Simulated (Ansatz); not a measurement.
Free-standing chains of the atoms of GaP, named by their start (strip: triangular double chain, ladder: square double chain); atoms and period are relaxed, and energies count from relaxed bulk GaP (F-43m, 20.85 Å³/atom, gap on the mesh 1.58 eV).

Theory: Ansatz 0.2.0, DFT PBE, scalar-relativistic, plane waves, PAW.

Settings: cutoff 420 eV, Γ-centred mesh 1×1×17 on the computed 2-atom cell, Gaussian smearing of 0.05 eV; collinear spin from starting moments 0.5 0.5 μB.

Start (zigzag chain):

```yaml
crystal:
  lattice:
    - [10.00000, 0.00000, 0.00000]
    - [0.00000, 9.30000, 0.00000]
    - [0.00000, 0.00000, 3.86170]
  atoms:
    - { symbol: Ga, position: [0.45173, 0.50000, 0.00000] }
    - { symbol: P, position: [0.54827, 0.50000, 0.50000] }
```

Give the relaxed structure and its energy.

The free energy falls by 11 meV/atom.

```
excess energy (eV per host atom) : 1.210
period (Å)                       : 3.954
gap on the mesh (eV)             : 0.38
size of the moment (μB per cell) : 0.00
```

Relaxed structure:
```yaml
crystal:
  lattice:
    - [10.00000, 0.00000, 0.00000]
    - [0.00000, 9.30000, 0.00000]
    - [0.00000, 0.00000, 3.95387]
  atoms:
    - { symbol: Ga, position: [0.45209, 0.50000, 0.00000] }
    - { symbol: P, position: [0.54791, 0.50000, 0.50000] }
```

An odd mesh misses points on the zone edge, so a gap read on it can be too wide.

Each run keeps its start's symmetry and one magnetic start, so lower states can exist.

The run took 2.3 min on 2 threads of Intel(R) Xeon(R) Processor @ 2.50GHz (Skylake/Cascade Lake), with other jobs on the host, peak memory 0.58 GiB.